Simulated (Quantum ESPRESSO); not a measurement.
SiO2:

```xyz
12
Lattice="-2.8379 2.8379 5.6602 2.8379 -2.8379 5.6602 2.8379 2.8379 -5.6602" Properties=species:S:1:pos:R:3 pbc="T T T"
Si    0.7868    4.2568    1.4151
Si    4.2568    0.7868   -1.4151
Si   -1.4189    2.0511    4.2452
Si    2.0511   -1.4189    7.0753
O     0.0000    2.8379    1.5138
O     4.0745    1.2366    2.8301
O     1.6013   -1.2366    2.8301
O     0.0000    0.0000    1.3163
O     0.0000    0.0000   10.0042
O     0.0000    2.8379    4.1464
O     1.2366   -1.2366    5.6602
O    -1.2366    1.2366    5.6602
```

The cell comes from a database or a generator and needn't be the stable form of this composition.

```yaml
Program: Quantum ESPRESSO 7.5
Task: single point
Functional: PBE
Potentials_or_basis: SSSP 1.3 efficiency PBE
Cutoff: 748 eV
Density_cutoff: 5987 eV
k_mesh: 7 × 7 × 7
Occupations: fermi-dirac, width 0.05 eV
Spin: no spin polarisation
```

On this cell: pressure 0.2 GPa; largest force 0.025 eV/Å; band gap on the k mesh 4.84 eV, direct.

The same run follows on a disturbed copy (atoms moved at random, drawn with an rms of 0.05 Å):

```
CELL_PARAMETERS angstrom
-2.83790 2.83790 5.66021
2.83790 -2.83790 5.66021
2.83790 2.83790 -5.66021
ATOMIC_POSITIONS crystal
Si 0.87564 0.26582 0.89104
Si 0.01224 0.62961 0.88713
Si 0.72792 0.13023 0.11283
Si 0.37123 0.98329 0.11100
O 0.63052 0.13569 0.49401
O 0.47048 0.97042 0.94250
O 0.02958 0.54004 0.06928
O 0.11297 0.11059 0.99296
O 0.88514 0.89088 0.01176
O 0.87144 0.36800 0.51255
O 0.27899 0.71285 0.99341
O 0.70676 0.27758 0.98676
```

What does the disturbed cell give?

The energy moves by +15.8 meV/atom; pressure 0.0 GPa; largest force 2.164 eV/Å; band gap on the k mesh 4.74 eV, direct.

Forces on the atoms (eV/Å):
```
Si  -0.140 -0.736  0.407
Si   1.477  0.394 -1.436
Si  -0.289  1.083  1.013
Si  -0.166 -0.112  0.836
O    0.692  1.227 -0.348
O   -0.048 -0.705 -0.853
O   -0.472  0.020 -0.316
O    0.353 -0.504 -0.025
O   -0.072 -0.077  0.292
O   -1.618 -1.402  0.311
O    0.043  0.364  0.463
O    0.240  0.448 -0.343
```

Stress tensor (GPa, compression positive):
```
-0.51  0.76  0.41
 0.76 -0.15  1.70
 0.41  1.70  0.52
```

Caveats: an odd mesh through Γ misses points on the zone boundary, where band edges often lie.
